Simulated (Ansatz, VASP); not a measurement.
## W: VASP beside Ansatz

```
W
1.0
    -1.59730    1.59730    1.59730
     1.59730   -1.59730    1.59730
     1.59730    1.59730   -1.59730
W
1
Direct
  0.00000 0.00000 0.00000
```

Alike in both runs: task single point; functional PBEsol; k mesh 20 × 20 × 20; occupations gaussian, width 0.15 eV; no spin polarisation.

|  | VASP | Ansatz |
| --- | --- | --- |
| version | VASP 6.6.1 | Ansatz 0.2.0 |
| potentials or method | VASP PAW PBE potentials, release 64 (W_sv) | scalar-relativistic, plane waves, PAW |
| plane-wave cutoff (eV) | 520 | 420 |
| valence electrons in the cell | 14 | 14 |

|  | VASP | Ansatz | Ansatz less VASP |
| --- | --- | --- | --- |
| gap on the k mesh at the Fermi level (eV) | none | none | - |
| pressure (GPa) | -11.0 | -11.5 | -0.48 |

A gap of «none» marks a metal or a gap that the smearing closes.

Caveats: the PAW data sets were made with another functional, which shifts forces and pressure a little (VASP). The runs have no spin-orbit coupling, so splittings on W are missing.
